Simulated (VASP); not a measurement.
# ZnS (F-43m) in VASP: a series of runs, part 2 of 2

VASP 6.6.1. Earlier steps stand in the parts before.

### 3 Dielectric tensor, PBE

INCAR

```
PREC     = Accurate       # precision mode
ENCUT    = 350            # plane-wave cutoff, eV
EDIFF    = 1E-8           # SCF threshold, eV
ISMEAR   = 0              # smearing method
SIGMA    = 0.01           # smearing width, eV
LREAL    = False          # projectors in reciprocal space
LASPH    = True           # aspherical terms in the spheres
NELM     = 100            # most SCF steps
ALGO     = Normal         # electronic algorithm
ISIF     = 2              # what is computed and relaxed
LWAVE    = False          # write WAVECAR
LCHARG   = False          # write CHGCAR
GGA      = PE             # functional
LEPSILON = True           # dielectric tensor by DFPT
```

KPOINTS

```
regular mesh
0
Gamma
  8 8 8
```

POSCAR

```
ZnS
1.0
    0.0000000000      2.7020000000      2.7020000000
    2.7020000000      0.0000000000      2.7020000000
    2.7020000000      2.7020000000      0.0000000000
Zn S
1 1
Direct
    0.7500000000      0.7500000000      0.7500000000
    0.0000000000      0.0000000000      0.0000000000
```

Potentials or basis: VASP PAW PBE potentials, release 64 (Zn, S).

Run with:

```bash
cat potpaw_PBE.64/Zn/POTCAR potpaw_PBE.64/S/POTCAR > POTCAR
mpirun -np 1 vasp_std > vasp.out
```

OUTCAR:

```text
PREC = Accurate
   ENCUT = 350
   EDIFF = 1E-8
   ISMEAR = 0
   LREAL = False
   LASPH = True
   NELM = 100
   ISIF = 2
   GGA = PE
   LEPSILON = True

 Found     29 irreducible k-points:

 Following reciprocal coordinates:
            Coordinates               Weight
  0.000000  0.000000  0.000000      1.000000
  0.125000  0.000000  0.000000      8.000000
  0.250000  0.000000  0.000000      8.000000
  0.375000  0.000000  0.000000      8.000000
  0.500000  0.000000  0.000000      4.000000
  0.125000  0.125000  0.000000      6.000000
   k-points           NKPTS =     29   k-points in BZ     NKDIM =     29   number of bands    NBANDS=     13
   number of dos      NEDOS =    301   number of ions     NIONS =      2
   total plane-waves  NPLWV =  13824
   dimension x,y,z NGX =    24 NGY =   24 NGZ =   24
   dimension x,y,z NGXF=    48 NGYF=   48 NGZF=   48
   ions per type =               1   1
   NGX,Y,Z   is equivalent  to a cutoff of  10.44, 10.44, 10.44 a.u.
   NGXF,Y,Z  is equivalent  to a cutoff of  20.88, 20.88, 20.88 a.u.
 SYSTEM =  unknown system
   PREC   = accura    normal or accurate (medium, high low for compatibility)
   ISTART =      0    job   : 0-new  1-cont  2-samecut
   ICHARG =      2    charge: 1-file 2-atom 10-const
   ISPIN  =      1    spin polarized calculation?
   LNONCOLLINEAR =      F non collinear calculations
   LSORBIT =      F    spin-orbit coupling
   LASPH  =      T    aspherical Exc in radial PAW
   ENCUT  =  350.0 eV  25.72 Ry    5.07 a.u.   5.83  5.83  5.83*2*pi/ulx,y,z
   NELM   =    100;   NELMIN=  2; NELMDL= -5     # of ELM steps
   EDIFF  = 0.1E-07   stopping-criterion for ELM
   LREAL  =      F    real-space projection
   EDIFFG = 0.1E-06   stopping-criterion for IOM
   NSW    =      0    number of steps for IOM
   IBRION =     -1    ionic relax: 0-MD 1-quasi-New 2-CG
   NFREE  =      0    steps in history (QN), initial steepest desc. (CG)
   ISIF   =      2    stress and relaxation
   ISYM   =      2    0-nonsym 1-usesym 2-fastsym
   POTIM  = 0.5000    time-step for ionic-motion
   TEBEG  =    0.0;   TEEND  =   0.0 temperature during run
   PSTRESS=    0.0 pullay stress
[... 170 lines left out ...]
           0.000000     0.000000     6.387801
 ------------------------------------------------------

 Free energy of the ion-electron system (eV)
  ---------------------------------------------------
  ---------------------------------------------------
  free energy    TOTEN  =        -0.58998402 eV

  energy without entropy =       -0.58998402

------------------------ aborting loop because EDIFF is reached ----------------------------------------

--------------------------------------- Ionic step        2  -------------------------------------------

------------------------ aborting loop because EDIFF is reached ----------------------------------------

--------------------------------------- Ionic step        3  -------------------------------------------

 Free energy of the ion-electron system (eV)
  ---------------------------------------------------
  ---------------------------------------------------
  free energy    TOTEN  =        -0.58998412 eV

  energy without entropy =       -0.58998412

------------------------ aborting loop because EDIFF is reached ----------------------------------------

 PIEZOELECTRIC TENSOR FIELD DIRECTION 3  (e Angst)
 -----------------------------------------------------------------------------
    -0.00030 -1.66386  0.00000           ( -0.00000  0.02092  0.00000)
    -1.66386 -0.00030  0.00000           (  0.02092 -0.00000  0.00000)
     0.00000  0.00000 -0.00087           (  0.00000  0.00000 -0.00000)

 PIEZOELECTRIC TENSOR FIELD DIRECTION 3  (C/m^2)
 -----------------------------------------------------------------------------
    -0.00012 -0.67568  0.00000
    -0.67568 -0.00012  0.00000
     0.00000  0.00000 -0.00036

 MACROSCOPIC STATIC DIELECTRIC TENSOR (including local field effects in DFT)
 ------------------------------------------------------
           6.003640     0.000000    -0.000000
           0.000000     6.003640     0.000000
          -0.000000     0.000000     6.003640
 ------------------------------------------------------

 PIEZOELECTRIC TENSOR (including local field effects)  for field in x, y, z        (e  Angst)
          XX          YY          ZZ          XY          YZ          ZX
  --------------------------------------------------------------------------------
  x    -0.00000    -0.00000    -0.00000     0.00000    -1.67873    -0.00000
  y     0.00000    -0.00000     0.00000     0.00000    -0.00000    -1.67873
  z     0.00000     0.00000    -0.00000    -1.67873     0.00000     0.00000

 PIEZOELECTRIC TENSOR (including local field effects)  for field in x, y, z        (C/m^2)
          XX          YY          ZZ          XY          YZ          ZX
  --------------------------------------------------------------------------------
  x    -0.00000    -0.00000    -0.00000     0.00000    -0.68172    -0.00000
  y     0.00000    -0.00000     0.00000     0.00000    -0.00000    -0.68172
  z     0.00000     0.00000    -0.00000    -0.68172     0.00000     0.00000

 BORN EFFECTIVE CHARGES (including local field effects) (in |e|, cummulative output)
 ---------------------------------------------------------------------------------
 ion    1
    1     2.01523     0.00000    -0.00000
    2    -0.00000     2.01523    -0.00000
    3    -0.00000    -0.00000     2.01523
 ion    2
    1    -2.01523     0.00000     0.00000
    2     0.00000    -2.01523     0.00000
    3     0.00000     0.00000    -2.01523
```

OSZICAR:

```text
N       E                     dE             d eps       ncg     rms          rms(c)
DAV:   1     0.707760556717E+02    0.70776E+02   -0.69691E+03   754   0.124E+03
DAV:   2    -0.273533414833E+01   -0.73511E+02   -0.70887E+02   834   0.244E+02
[... 12 lines left out ...]
RMM:   7    -0.589870691497E+00   -0.96644E-03   -0.58094E-05  4294   0.452E-02    0.292E-03
RMM:   8    -0.589976102698E+00   -0.10541E-03   -0.24957E-06  4478   0.103E-02    0.196E-03
RMM:   9    -0.589973073977E+00    0.30287E-05   -0.93737E-07  4342   0.419E-03    0.559E-04
RMM:  10    -0.589982941720E+00   -0.98677E-05   -0.64390E-07  4535   0.105E-03    0.228E-04
RMM:  11    -0.589987020281E+00   -0.40786E-05    0.35362E-08  4247   0.394E-04    0.145E-04
RMM:  12    -0.589983965801E+00    0.30545E-05    0.15343E-07  3882   0.265E-04    0.164E-05
RMM:  13    -0.589984124569E+00   -0.15877E-06    0.50214E-08  2710   0.863E-05    0.767E-06
```

Wall time 70 s (1 thread of Intel Xeon Platinum 8488C (Sapphire Rapids), shared host); peak memory 0.19 GiB.

These settings aren't checked as converged: the numbers below hold their error.

What came out:

```
Band gap on the k mesh                  : 2.11 eV, direct
Electronic dielectric tensor (diagonal) : 6.00
Born charges (mean of the diagonal)     : Zn +2.02; S -2.02 e
```

### 4 Dielectric tensor, PBE

Edit INCAR of step 3 so:

```diff
@@ -2,3 +2,3 @@
 ENCUT    = 350            # plane-wave cutoff, eV
-EDIFF    = 1E-8           # SCF threshold, eV
+EDIFF    = 1E-5           # SCF threshold, eV
 ISMEAR   = 0              # smearing method
```

KPOINTS is that of step 3.

POSCAR is that of step 3.

Potentials or basis: VASP PAW PBE potentials, release 64 (Zn, S).

Run with:

```bash
cat potpaw_PBE.64/Zn/POTCAR potpaw_PBE.64/S/POTCAR > POTCAR
mpirun -np 1 vasp_std > vasp.out
```

OUTCAR:

```text
PREC = Accurate
   ENCUT = 350
   EDIFF = 1E-5
   ISMEAR = 0
   LREAL = False
   LASPH = True
   NELM = 100
   ISIF = 2
   GGA = PE
   LEPSILON = True

 Found     29 irreducible k-points:

 Following reciprocal coordinates:
            Coordinates               Weight
  0.000000  0.000000  0.000000      1.000000
  0.125000  0.000000  0.000000      8.000000
  0.250000  0.000000  0.000000      8.000000
  0.375000  0.000000  0.000000      8.000000
  0.500000  0.000000  0.000000      4.000000
  0.125000  0.125000  0.000000      6.000000
   k-points           NKPTS =     29   k-points in BZ     NKDIM =     29   number of bands    NBANDS=     13
   number of dos      NEDOS =    301   number of ions     NIONS =      2
   total plane-waves  NPLWV =  13824
   dimension x,y,z NGX =    24 NGY =   24 NGZ =   24
   dimension x,y,z NGXF=    48 NGYF=   48 NGZF=   48
   ions per type =               1   1
   NGX,Y,Z   is equivalent  to a cutoff of  10.44, 10.44, 10.44 a.u.
   NGXF,Y,Z  is equivalent  to a cutoff of  20.88, 20.88, 20.88 a.u.
 SYSTEM =  unknown system
   PREC   = accura    normal or accurate (medium, high low for compatibility)
   ISTART =      0    job   : 0-new  1-cont  2-samecut
   ICHARG =      2    charge: 1-file 2-atom 10-const
   ISPIN  =      1    spin polarized calculation?
   LNONCOLLINEAR =      F non collinear calculations
   LSORBIT =      F    spin-orbit coupling
[... 207 lines left out ...]
  free energy    TOTEN  =        -0.59000517 eV

  energy without entropy =       -0.59000517

------------------------ aborting loop because EDIFF is reached ----------------------------------------

 PIEZOELECTRIC TENSOR FIELD DIRECTION 3  (e Angst)
 -----------------------------------------------------------------------------
    -0.00025 -1.66404  0.00000           ( -0.00000  0.02092  0.00000)
    -1.66404 -0.00025  0.00000           (  0.02092 -0.00000  0.00000)
     0.00000  0.00000 -0.00083           (  0.00000  0.00000 -0.00000)

 PIEZOELECTRIC TENSOR FIELD DIRECTION 3  (C/m^2)
 -----------------------------------------------------------------------------
    -0.00010 -0.67575  0.00000
    -0.67575 -0.00010  0.00000
     0.00000  0.00000 -0.00034

 MACROSCOPIC STATIC DIELECTRIC TENSOR (including local field effects in DFT)
 ------------------------------------------------------
           6.003829    -0.000000     0.000000
           0.000000     6.003829    -0.000000
          -0.000000     0.000000     6.003829
 ------------------------------------------------------

 PIEZOELECTRIC TENSOR (including local field effects)  for field in x, y, z        (e  Angst)
          XX          YY          ZZ          XY          YZ          ZX
  --------------------------------------------------------------------------------
  x    -0.00000     0.00000    -0.00000     0.00000    -1.67890     0.00000
  y     0.00000     0.00000    -0.00000    -0.00000     0.00000    -1.67890
  z    -0.00000    -0.00000     0.00000    -1.67890    -0.00000     0.00000

 PIEZOELECTRIC TENSOR (including local field effects)  for field in x, y, z        (C/m^2)
          XX          YY          ZZ          XY          YZ          ZX
  --------------------------------------------------------------------------------
  x    -0.00000     0.00000    -0.00000     0.00000    -0.68179     0.00000
  y     0.00000     0.00000    -0.00000    -0.00000     0.00000    -0.68179
  z    -0.00000    -0.00000     0.00000    -0.68179    -0.00000     0.00000

 BORN EFFECTIVE CHARGES (including local field effects) (in |e|, cummulative output)
 ---------------------------------------------------------------------------------
 ion    1
    1     2.01561     0.00000    -0.00000
    2     0.00000     2.01561     0.00000
    3    -0.00000     0.00000     2.01561
 ion    2
    1    -2.01561    -0.00000     0.00000
    2     0.00000    -2.01561     0.00000
    3     0.00000    -0.00000    -2.01561
```

Wall time 50 s (1 thread of Intel Xeon Platinum 8488C (Sapphire Rapids), shared host); peak memory 0.19 GiB.

These settings aren't checked as converged: the numbers below hold their error.

Results:

* Band gap on the k mesh: 2.11 eV, direct
* Electronic dielectric tensor (diagonal): 6.00
* Born charges (mean of the diagonal): Zn +2.02; S -2.02 e

### 5 Dielectric tensor, PBE

Edit INCAR of step 4 so:

```diff
@@ -2,3 +2,3 @@
 ENCUT    = 350            # plane-wave cutoff, eV
-EDIFF    = 1E-5           # SCF threshold, eV
+EDIFF    = 1E-7           # SCF threshold, eV
 ISMEAR   = 0              # smearing method
```

KPOINTS is that of step 4.

POSCAR is that of step 4.

Potentials or basis: VASP PAW PBE potentials, release 64 (Zn, S).

Run with:

```bash
cat potpaw_PBE.64/Zn/POTCAR potpaw_PBE.64/S/POTCAR > POTCAR
mpirun -np 1 vasp_std > vasp.out
```

OUTCAR:

```text
PREC = Accurate
   ENCUT = 350
   EDIFF = 1E-7
   ISMEAR = 0
   LREAL = False
   LASPH = True
   NELM = 100
   ISIF = 2
   GGA = PE
   LEPSILON = True

 Found     29 irreducible k-points:

 Following reciprocal coordinates:
            Coordinates               Weight
  0.000000  0.000000  0.000000      1.000000
  0.125000  0.000000  0.000000      8.000000
  0.250000  0.000000  0.000000      8.000000
  0.375000  0.000000  0.000000      8.000000
  0.500000  0.000000  0.000000      4.000000
  0.125000  0.125000  0.000000      6.000000
   k-points           NKPTS =     29   k-points in BZ     NKDIM =     29   number of bands    NBANDS=     13
   number of dos      NEDOS =    301   number of ions     NIONS =      2
   total plane-waves  NPLWV =  13824
   dimension x,y,z NGX =    24 NGY =   24 NGZ =   24
[... 233 lines left out ...]
    -0.67569 -0.00012  0.00000
     0.00000  0.00000 -0.00035

 MACROSCOPIC STATIC DIELECTRIC TENSOR (including local field effects in DFT)
 ------------------------------------------------------
           6.003624     0.000000    -0.000000
           0.000000     6.003624     0.000000
           0.000000     0.000000     6.003624
 ------------------------------------------------------

 PIEZOELECTRIC TENSOR (including local field effects)  for field in x, y, z        (e  Angst)
          XX          YY          ZZ          XY          YZ          ZX
  --------------------------------------------------------------------------------
  x    -0.00000    -0.00000     0.00000     0.00000    -1.67874     0.00000
  y     0.00000     0.00000     0.00000     0.00000    -0.00000    -1.67874
  z     0.00000     0.00000     0.00000    -1.67874     0.00000     0.00000

 PIEZOELECTRIC TENSOR (including local field effects)  for field in x, y, z        (C/m^2)
          XX          YY          ZZ          XY          YZ          ZX
  --------------------------------------------------------------------------------
  x    -0.00000    -0.00000     0.00000     0.00000    -0.68172     0.00000
  y     0.00000     0.00000     0.00000     0.00000    -0.00000    -0.68172
  z     0.00000     0.00000     0.00000    -0.68172     0.00000     0.00000

 BORN EFFECTIVE CHARGES (including local field effects) (in |e|, cummulative output)
 ---------------------------------------------------------------------------------
 ion    1
    1     2.01526    -0.00000     0.00000
    2     0.00000     2.01526     0.00000
    3    -0.00000     0.00000     2.01526
 ion    2
    1    -2.01526     0.00000     0.00000
    2     0.00000    -2.01526    -0.00000
    3     0.00000    -0.00000    -2.01526
```

It took 64 s on 1 thread of Intel Xeon Platinum 8488C (Sapphire Rapids), shared host; peak memory 0.19 GiB.

These settings aren't checked as converged: the numbers below hold their error.

Results:

```
Band gap on the k mesh                  : 2.11 eV, direct
Electronic dielectric tensor (diagonal) : 6.00
Born charges (mean of the diagonal)     : Zn +2.02; S -2.02 e
```

### 6 For comparison

An earlier run on the cell as given: functional PBEsol; potentials or basis VASP PAW PBE potentials, release 64 (Zn, S); cutoff 520 eV; k mesh 9 × 9 × 9; occupations fermi-dirac, width 0.05 eV; no spin polarisation.

- Pressure: -1.8 GPa
- Band gap on the k mesh: 1.98 eV, direct
